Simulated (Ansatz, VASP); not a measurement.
## Cross-check of BAs between VASP and Ansatz

Aim: how closely do two programs agree when they are given the same cell, functional and k mesh?

Method: plane waves, with VASP 6.6.1 beside it; single point at HSE06, in Ansatz 0.2.0.

## 1. Starting point

The structure is cubic, space group F-43m (No. 216). Conventional cell: a = 4.777 Å, b = 4.777 Å, c = 4.777 Å, α = 90.00°, β = 90.00°, γ = 90.00°. Nearest to As lie 4 B at 2.07 Å. Nearest to B lie 4 As at 2.07 Å. Farther neighbours are not listed.

Structure file:

```xyz
2
Lattice="0.0000 2.3885 2.3885 2.3885 0.0000 2.3885 2.3885 2.3885 0.0000" Properties=species:S:1:pos:R:3 pbc="T T T"
As    3.5827    3.5827    3.5827
B     0.0000    0.0000    0.0000
```

## 2. VASP: single point, HSE06

With cell and atoms fixed, the geometry can't cause a difference; cores, projectors, grids and the points listed under the comparison can.

Lines of VASP's logs that name or quote its potential files are left out, and so is its time.

The run reads the wave functions of an earlier VASP run, which isn't shown here.

INCAR

```
SYSTEM = BAs
PREC = Accurate
ENCUT = 440
EDIFF = 1E-06
NELM = 100
ISMEAR = 0
SIGMA = 0.05
LREAL = .FALSE.
ALGO = Normal
LHFCALC = .TRUE.
AEXX = 0.25
GGA = PE
HFSCREEN = 0.2
LASPH = .TRUE.
NBANDS = 10
PRECFOCK = Fast
LWAVE = .FALSE.
LCHARG = .FALSE.
KPAR = 8
```

POSCAR

```
BAs
1.0
    0.0000000000      2.3885000000      2.3885000000
    2.3885000000      0.0000000000      2.3885000000
    2.3885000000      2.3885000000      0.0000000000
As B
1 1
Direct
    0.7500000000      0.7500000000      0.7500000000
    0.0000000000      0.0000000000      0.0000000000
```

KPOINTS

```
Automatic mesh
0
Gamma
6 6 6
0 0 0
```

PAW data sets: As_GW and B_GW (PBE family, release 64).

Launch:

```sh
$ mpirun -np 8 vasp_std
```

Numbers of over 12 decimals in the logs are rounded to 6 here.

The log of the run:

```text
[banner, memory and clock lines left out]
running    8 mpi-ranks, on    1 nodes
 distrk:  each k-point on    1 cores,    8 groups
 distr:  one band on    1 cores,    1 groups

 POSCAR found type information on POSCAR AsB
 POSCAR found :  2 types and       2 ions
|                                                                             |
|           W    W    AA    RRRRR   N    N  II  N    N   GGGG   !!!           |
|           W    W   A  A   R    R  NN   N  II  NN   N  G    G  !!!           |
|           W    W  A    A  R    R  N N  N  II  N N  N  G       !!!           |
|           W WW W  AAAAAA  RRRRR   N  N N  II  N  N N  G  GGG   !            |
|           WW  WW  A    A  R   R   N   NN  II  N   NN  G    G                |
|           W    W  A    A  R    R  N    N  II  N    N   GGGG   !!!           |
|                                                                             |
|     For optimal performance we recommend to set                             |
|       NCORE = 2 up to number-of-cores-per-socket                            |
|     NCORE specifies how many cores store one orbital (NPAR=cpu/NCORE).      |
|     This setting can greatly improve the performance of VASP for DFT.       |
|     The default, NCORE=1 might be grossly inefficient on modern             |
|     multi-core architectures or massively parallel machines. Do your        |
|     Unfortunately you need to use the default for GW and RPA                |
|     calculations (for HF NCORE is supported but not extensively tested      |
|     yet).                                                                   |
|                                                                             |

 LDA part: xc-table for (Slater+PW92), standard interpolation
 found WAVECAR, reading the header
 POSCAR, INCAR and KPOINTS ok, starting setup
 FFT: planning ... GRIDC
 FFT: planning ... GRID_SOFT
 FFT: planning ... GRID
 reading WAVECAR
 the WAVECAR file was read successfully
 initial charge from wavefunction
 entering main loop
       N       E                     dE             d eps       ncg     rms          rms(c)
DAV:   1    -0.132460714809E+02   -0.13246E+02   -0.33067E-01   448   0.467E+00    0.291E-01
DAV:   2    -0.132475497566E+02   -0.14783E-02   -0.61573E-03   374   0.567E-01    0.188E-01
DAV:   3    -0.132470617564E+02    0.48800E-03   -0.94509E-04   478   0.208E-01    0.108E-01
DAV:   4    -0.132469249326E+02    0.13682E-03   -0.11955E-04   492   0.859E-02    0.639E-02
DAV:   5    -0.132468703936E+02    0.54539E-04   -0.19044E-05   374   0.343E-02    0.382E-02
DAV:   6    -0.132468522078E+02    0.18186E-04   -0.11253E-05   456   0.200E-02    0.227E-02
DAV:   7    -0.132468471351E+02    0.50726E-05   -0.29359E-06   374   0.117E-02    0.136E-02
DAV:   8    -0.132468457913E+02    0.13438E-05   -0.68512E-07   210   0.721E-03    0.816E-03
DAV:   9    -0.132468453861E+02    0.40515E-06   -0.41757E-07   212   0.507E-03
   1 F= -.13246845E+02 E0= -.13246845E+02  d E =-.154305E-17
```

Parts of OUTCAR (step 2):

```text
ion  position               nearest neighbor table
   1  0.750  0.750  0.750-   2 2.07   2 2.07   2 2.07   2 2.07
   2  0.000  0.000  0.000-   1 2.07   1 2.07   1 2.07   1 2.07

  LATTYP: Found a face centered cubic cell.
 ALAT       =     4.7770000000

 Subroutine GETGRP returns: Found 24 space group operations
 (whereof 24 operations were pure point group operations)

The static configuration has the point symmetry T_d .

 Found     16 irreducible k-points:

   k-points           NKPTS =     16   k-points in BZ     NKDIM =    216   number of bands    NBANDS=     10

   dimension x,y,z NGX =    24 NGY =   24 NGZ =   24
   dimension x,y,z NGXF=    48 NGYF=   48 NGZF=   48

   ENCUT  =  440.0 eV  32.34 Ry    5.69 a.u.   5.78  5.78  5.78*2*pi/ulx,y,z

   NELECT =       8.0000    total number of electrons

 k-points in reciprocal lattice and weights: Automatic mesh
   0.00000000  0.00000000  0.00000000       0.005
   0.16666667  0.00000000  0.00000000       0.037
   0.33333333  0.00000000  0.00000000       0.037
   0.50000000  0.00000000  0.00000000       0.019
   0.16666667  0.16666667  0.00000000       0.028
   0.33333333  0.16666667  0.00000000       0.111
   0.50000000  0.16666667  0.00000000       0.111
  -0.33333333  0.16666667  0.00000000       0.111
  -0.16666667  0.16666667  0.00000000       0.056
[...]
-0.33333333  0.33333333  0.16666667       0.111
  -0.33333333  0.50000000  0.16666667       0.056

  exchange ACFDT corr.  =         0.00000000  see jH, gK, PRB 81, 115126

 average (electrostatic) potential at core
       1 -45.0005       2 -24.8430

 E-fermi :   6.0349

 k-point     1 :       0.0000    0.0000    0.0000
  band No.  band energies     occupation
      1     -11.1957      2.00000
      2       5.7469      2.00000
      3       5.7469      2.00000
      4       5.7469      2.00000
      5       9.8771      0.00000
      6       9.8771      0.00000
      7       9.8771      0.00000
      8      11.5875      0.00000
      9      16.3566      0.00000
    ...

 k-point     2 :       0.1667    0.0000    0.0000
  band No.  band energies     occupation
      1     -10.6967      2.00000
      2       2.5514      2.00000
      3       5.0232      2.00000
      4       5.0232      2.00000
      5       9.9406      0.00000
      6      10.8267      0.00000
      7      10.8267      0.00000
      8      13.6030      0.00000
      9      17.8714      0.00000
    ...

 k-point     3 :       0.3333    0.0000    0.0000
  band No.  band energies     occupation
      1      -9.2962      2.00000
      2      -1.6617      2.00000
      3       4.1007      2.00000
      4       4.1007      2.00000
      5       9.4799      0.00000
      6      11.5294      0.00000
      7      11.5294      0.00000
      8      15.6995      0.00000
      9      18.4085      0.00000
    ...

  energy-cutoff  :      440.00
  volume of cell :       27.25
      direct lattice vectors                 reciprocal lattice vectors
     0.000000000  2.388500000  2.388500000    -0.209336404  0.209336404  0.209336404
     2.388500000  0.000000000  2.388500000     0.209336404 -0.209336404  0.209336404
     2.388500000  2.388500000  0.000000000     0.209336404  0.209336404 -0.209336404

 POSITION                                       TOTAL-FORCE (eV/Angst)
 -----------------------------------------------------------------------------------
      3.58275      3.58275      3.58275        -0.000000     -0.000000     -0.000000
      0.00000      0.00000      0.00000         0.000000      0.000000      0.000000
 -----------------------------------------------------------------------------------
    total drift:                               -0.000001     -0.000000     -0.000001

  FREE ENERGIE OF THE ION-ELECTRON SYSTEM (eV)
  ---------------------------------------------------
  free  energy   TOTEN  =       -13.2468453861 eV

  energy  without entropy=      -13.2468453861  energy(sigma->0) =      -13.24684539

[... 3 further parts left out ...]
```

## 3. Ansatz: single point, HSE06

Ansatz runs on its default PAW (the set named soft_2) files.

The same cell, functional, mesh and smearing now go to Ansatz, which takes its cutoff from its data sets.

input.yaml

```yaml
crystal:
  lattice:
    - [0.0, 2.3885, 2.3885]
    - [2.3885, 0.0, 2.3885]
    - [2.3885, 2.3885, 0.0]
  atoms:
    - { symbol: As, position: [0.75, 0.75, 0.75] }
    - { symbol: B, position: [0.0, 0.0, 0.0] }
hamiltonian:
  xc: { exchange: pbe, correlation: pbe, exx: { coeff: 0.25, omega: 0.2 } }
  pseudopotentials: { kind: paw }
kpoints:
  mp_grid: { grid: [6, 6, 6] }
scf:
  occupations: { method: gaussian, width: 0.05 }
  n_extra_bands: 4
output:
  forces: true
  stress: true
  eigenvalues: true
```

Launch:

```sh
$ ansatz run input.yaml --threads 4 --pin off --max-ram 9216MiB --backend cpu --events-out ev --progress --plain --runs-dir out
```

The log of the run:

```text
Warning: output.stress: scf.convergence.dr2_threshold = 1e-7 eV (the SCF's general default) is looser than the 2e-10 eV advised for a printed stress (1e-10 eV for each atom of the cell: 2). What an SCF threshold leaves in a stress goes as its square root, and in the free energy as the threshold itself, and one threshold admits the most on a small cell: [figures from the program's tests cut] Set scf.convergence.dr2_threshold to 2e-10 eV or tighter. The threshold is an SCF's pass mark: one that does not reach it within its budget of iterations ends unconverged, or closes short of it on a stop that the run arms, and scf.convergence.dr2_threshold's page says what that costs each kind of run
Warning: output.stress: scf.exx.energy_threshold = 1e-6 eV is looser than the 2e-8 eV advised for a stress under a hybrid functional (1e-8 eV for each atom of the cell: 2). Every SCF of the exchange loop can meet its threshold on dr2 while the loop round them stops early: no threshold on dr2 bounds what that leaves in the stress. Set scf.exx.energy_threshold to 2e-8 eV or tighter. The threshold is the loop's pass mark: a loop that does not reach it within its budget of cycles ends unconverged, and scf.exx.energy_threshold's page has the law
scf.n_extra_bands = 4 over 9 filled bands (N_el = 18.0): the run solves 13 bands
Engine: ansatz 0.2.0, aarch64-unknown-linux-gnu
Pseudopotentials: kind: paw
Pseudopotential: As, paw, valence charge 15, recommended cutoff 420 eV (normal), As.paw.azcp
Pseudopotential: B, paw, valence charge 3, recommended cutoff 420 eV (normal), B.paw.azcp
Functional definition: unnamed
  parameter a_1 = 0.25
  parameter omega_1 = 0.2/angstrom
  exchange = pbe_x + (-a_1)*pbe_x_sr(omega_1) + a_1*exact_x_sr(omega_1)
  correlation = pbe_c
Crystal: 2 atoms, lattice volume = 27.252 Å³
Basis set: ecut = 420 eV, 531 PW (Γ), exchange–correlation on 48×48×48 points (8 copies of the dense FFT grid, shifted against one another)
Bands: 13, of which v1, the nominal top of the filled ones, is band 9 counted from 1 (8 counted from 0)
Symmetry: 24 space group operations
Space group: F-43m (ITA 216), of the structure as read, at distance tolerance 3.0e-5 Å
k-points: 16 of 216 (time reversal used)
Non-local potential: As, projectors of the file, l = 0: 2, l = 1: 2, l = 2: 3, l = 3: 1
Non-local potential: B, projectors of the file, l = 0: 2, l = 1: 2, l = 2: 1
PAW form: soft (Blöchl's): semilocal exchange-correlation on the pseudo side does not see the compensation charge
PAW frozen core: As, regenerated for the run's functional, and the local potential with it (the file was generated under x = pbe(κ = 0.804, μ = 0.219515), c = pbe(β = 0.066725))
PAW frozen core: B, regenerated for the run's functional, and the local potential with it (the file was generated under x = pbe(κ = 0.804, μ = 0.219515), c = pbe(β = 0.066725))
PAW one-centre angular grid: As, 590 points (default); XC on 64 Gauss nodes
PAW one-centre angular grid: B, 110 points (default); XC on 64 Gauss nodes
Initial density: superposition of atomic densities (neutral atoms: chi_scale 0, normalization atom), corrected by the library's trained network
Initial wavefunctions: pseudopotential atomic-orbital guess
Functional: x = pbe(κ = 0.804, μ = 0.219515), c = pbe(β = 0.066725), warm-up for x = pbe(κ = 0.804, μ = 0.219515) + 0.25 (exact − pbe) at short range (hse, ω = 0.2 Å⁻¹), c = pbe(β = 0.066725)
SCF iter   1: F=—  HF=-5012.080494 eV  |F-HF|=—  |Δ(HF+E_count)|=         —  Δρ=9.11e-4  dr2=1.05e-4  ethr=1.77e-3  ⟨swp⟩=2.0  Hψ=1251  notcnv=0
preconditioner: auto → none  [insulator: Δε(μ)=1.282 eV  Ē_g=12.417 eV  σ=0.050 eV  W_gap=1.00  n_scr=8 (ndim 8)  ℏωp=20.1 eV  f_vac=0.001  D(μ)=0.00/eV (n_scr^D=0)]
SCF iter   2: F=-5012.080638 eV  HF=-5012.080588 eV  |F-HF|=5.07e-5  |Δ(HF+E_count)|=   9.36e-5  Δρ=4.31e-4  dr2=2.59e-5  ethr=5.85e-7  ⟨swp⟩=3.0  Hψ=454  notcnv=0
SCF 1 stopped early in 2 iterations: F = -5012.080638 eV  dr2 = 2.59e-5
  greatest PAW one-centre occupation: 0.999 electrons in one spin orbital (limit 2), on the As atom at site 0 (counted from 0), in its partial waves of l = 2
Initial density: handed on by an earlier stage of this run
Initial wavefunctions: those handed on with the density
Functional: x = pbe(κ = 0.804, μ = 0.219515) + 0.25 (exact − pbe) at short range (hse, ω = 0.2 Å⁻¹), c = pbe(β = 0.066725)
Exchange kernel: α = 0.2500, screened, ω = 0.2000 Å⁻¹, Wigner–Seitz truncation, v(0) = 1126.8898 eV·Å³, q-mesh 6×6×6, nearest image of the exchange supercell L = 20.27 Å, pair-density grid 15×15×15, without the augmentation charges, whose exchange is taken in its separable form by FFT convolution over the k-point mesh (sized by the pseudopotential files, 20×20×20 at the most), smooth part of the exact exchange by density-matrix convolution
Frozen-core exchange: fock
SCF iter   1: F=—  HF=-5013.482802 eV  |F-HF|=—  |Δ(HF+E_count)|=         —  Δρ=6.48e-3  dr2=6.22e-3  ethr=1.44e-6  ⟨swp⟩=6.0  Hψ=948  notcnv=0
preconditioner: auto → none  [insulator: Δε(μ)=1.913 eV  Ē_g=14.111 eV  σ=0.050 eV  W_gap=1.00  n_scr=8 (ndim 8)  ℏωp=20.1 eV  f_vac=0.001  D(μ)=0.00/eV (n_scr^D=0)]
SCF iter   2: F=—  HF=-5013.475237 eV  |F-HF|=—  |Δ(HF+E_count)|=   7.57e-3  Δρ=2.98e-3  dr2=1.69e-3  ethr=1.44e-6  ⟨swp⟩=4.0  Hψ=702  notcnv=0
SCF iter   3: F=—  HF=-5013.474920 eV  |F-HF|=—  |Δ(HF+E_count)|=   3.17e-4  Δρ=1.27e-3  dr2=3.60e-4  ethr=1.44e-6  ⟨swp⟩=3.0  Hψ=416  notcnv=0
SCF iter   4: F=—  HF=-5013.478588 eV  |F-HF|=—  |Δ(HF+E_count)|=   3.67e-3  Δρ=6.97e-4  dr2=4.59e-5  ethr=8.32e-7  ⟨swp⟩=4.1  Hψ=637  notcnv=0
iter 5 solved again at ethr=2.36e-9 eV; its pass at ethr=2.47e-7 eV (dr2=4.24e-7 eV) is discarded
SCF iter   5: F=-5013.478554 eV  HF=-5013.478554 eV  |F-HF|=7.62e-8  |Δ(HF+E_count)|=   3.40e-5  Δρ=5.46e-5  dr2=1.88e-6  ethr=2.36e-9  ⟨swp⟩=4.1  Hψ=971  notcnv=0  defer=3
SCF 2 stopped early in 5 iterations: F = -5013.478554 eV  dr2 = 1.88e-6
hybrid outer 1: dexx = +4.336e-3 eV, tail = 5.29e-5 eV
Exchange kernel: α = 0.2500, screened, ω = 0.2000 Å⁻¹, Wigner–Seitz truncation, v(0) = 1126.8898 eV·Å³, q-mesh 6×6×6, nearest image of the exchange supercell L = 20.27 Å, pair-density grid 15×15×15, without the augmentation charges, whose exchange is taken in its separable form by FFT convolution over the k-point mesh (sized by the pseudopotential files, 20×20×20 at the most), smooth part of the exact exchange by density-matrix convolution
Frozen-core exchange: fock
SCF iter   1: F=—  HF=-5013.478803 eV  |F-HF|=—  |Δ(HF+E_count)|=         —  Δρ=9.38e-5  dr2=1.35e-6  ethr=1.47e-6  ⟨swp⟩=3.7  Hψ=459  notcnv=0
preconditioner: auto → none  [insulator: Δε(μ)=1.955 eV  Ē_g=14.117 eV  σ=0.050 eV  W_gap=1.00  n_scr=8 (ndim 8)  ℏωp=20.1 eV  f_vac=0.001  D(μ)=0.00/eV (n_scr^D=0)]
SCF iter   2: F=—  HF=-5013.478803 eV  |F-HF|=—  |Δ(HF+E_count)|=   1.82e-7  Δρ=1.20e-5  dr2=9.37e-8  ethr=6.31e-9  ⟨swp⟩=4.0  Hψ=577  notcnv=0
SCF iter   3: F=—  HF=-5013.478803 eV  |F-HF|=—  |Δ(HF+E_count)|=   7.63e-7  Δρ=1.42e-5  dr2=3.22e-8  ethr=1.09e-10  ⟨swp⟩=4.2  Hψ=661  notcnv=0  defer=1
SCF iter   4: F=-5013.478803 eV  HF=-5013.478803 eV  |F-HF|=2.46e-10  |Δ(HF+E_count)|=   7.68e-9  Δρ=3.07e-6  dr2=2.40e-9  ethr=1.09e-10  ⟨swp⟩=3.0  Hψ=402  notcnv=0
SCF 3 converged in 4 iterations: F = -5013.478803 eV  dr2 = 2.40e-9
  Residual-converged pass: ⟨swp⟩=3.0  Hψ=404  notcnv=0  max |occ|·‖R‖ = 2.3e-6 eV (tolerance 2.4e-6 eV)  dr2=2.36e-9  dr2_onsite=3.32e-10  max |Δocc| = 7.7e-176
hybrid outer 2: dexx = +9.345e-7 eV, tail = 2.74e-8 eV, Δε = 2.70e-3 eV (about 1.05e-4 eV left of the loop's levels)
hybrid SCF converged: 2 outer / 9 inner (+2 warm-up), last move |dexx| = 9.34e-7 eV, tail = 2.74e-8 eV
Stability not checked: this state was not tested for a lower state beside it, because the functional holds exact exchange (a hybrid, or Hartree-Fock), whose exchange loop this test does not read (fock_operator; see scf.lower_state_search)
Free energy (F): -5013.478804 eV
Frozen-core exchange: fock
Harris-Foulkes:  -5013.478804 eV  (|F-HF|=2.46e-10)
Internal energy: -5013.478804 eV  (E = F + TS)
E sigma→0 (E₀):  -5013.478804 eV
Fermi energy:    11.711664 eV
--- Per-component energies (eV) ---
  E_band       = -257.426238
  E_kinetic    = 151.059614
  E_local      = -1693.452696  (includes V_loc(G=0)·N_el)
  E_nonlocal   = -658.755553
  E_hartree    = 940.825779
  E_xc         = -90.186700
  E_vxc        = -94.595128  (∫ρ·V_xc dr)
  E_exx        = -66.973975  (= α·E_x^exact, valence–valence)
  E_paw        = -1869.447570  (= ΣΔE_a)
  E_vpaw       = 290.614106  (= ΣTr[D̂ρ^β])
  E_aug_tail   = 0.000007  (compensation charges beyond the density's cutoff)
  E_ewald      = -1725.774997
  E_core_change = -0.772710  (= ΣΔE_core)
  E_smearing   = -0.000000  (= −TS)
  E_closure    = -0.000001  (closes the sum)
  Σ components = -5013.478804   (vs F -5013.478804, Δ=0.00e0)
--- Forces (eV/Å), atoms counted from 1 ---
  atom   1  As    -0.00000000     0.00000000     0.00000000
  atom   2  B     -0.00000000     0.00000000     0.00000000
  max |Σ_I F_I| component: 5.58e-16 eV/Å
--- Stress (GPa, compression-positive) ---
       -0.473756       0.000000      -0.000000
       -0.000000      -0.473756       0.000000
       -0.000000       0.000000      -0.473756
  P = ⅓ Tr σ = -0.4738 GPa (-4.738 kbar)
--- Band table (eV; the first three rows and the last of 16) ---
  k-point 0: bands = [... 5 lower, -6.2249, 10.7344, 10.7344, 10.7344, 14.8700, 14.8700, 14.8700, 16.6230]
  k-point 1: bands = [... 5 lower, -5.7247, 7.5370, 10.0084, 10.0084, 14.9498, 15.8243, 15.8243, 18.6132]
  k-point 2: bands = [... 5 lower, -4.3200, 3.3192, 9.0836, 9.0836, 14.4939, 16.5318, 16.5318, 20.6856]
  k-point 15: bands = [... 5 lower, -1.3803, 1.5815, 5.1112, 5.3256, 15.3472, 15.6351, 20.6937, 20.9170]
```

It took 12 s on 4 threads of Arm Neoverse N1, shared host; peak memory 0.83 GiB; 39 s of CPU time.

The run ends at a pressure of -0.47 GPa.

## 4. Side by side

Known differences besides the potentials themselves: exact exchange at q = 0 is treated differently, which shows on coarse meshes; VASP keeps PBE cores, Ansatz makes them for the functional; the data sets hold 18 valence electrons in Ansatz (default PAW (the set named soft_2) files) and 8 in VASP; the cutoff is 420 eV in Ansatz and 440 eV in VASP; VASP takes a coarser grid for exact exchange (PRECFOCK = Fast). Total energies have different zeros and are not compared.

The two programs side by side:

```csv
quantity,Ansatz,VASP,difference
gap on the k mesh (eV),1.955,1.953,+0.002
```

A gap on the mesh is an upper bound, since the band edges may lie between its points.

## 5. Outcome

```
difference in gap on the k mesh (single point, HSE06) : 0.0023 eV
```

**Reading.** The difference in gap on the k mesh is 0.0023 eV (single point, HSE06), within the 0.08 eV picked in this series as the mark of a large difference. Such differences can come from data sets, numerical settings and the points named under the comparisons, not from the functional's error against experiment.

[Lines on the potential files, build, host, timing and source positions are cut from VASP's logs without a mark.]

[Logs are printed without paths, hosts, clocks, repeated set-up lines and the standing remarks that a program may print on its own settings, such as how far it seeks lower states.]

[Hosts, paths, dates, database ids (printed as entryN), source tags and the programs' standing remarks are cut or masked in the printed files.]
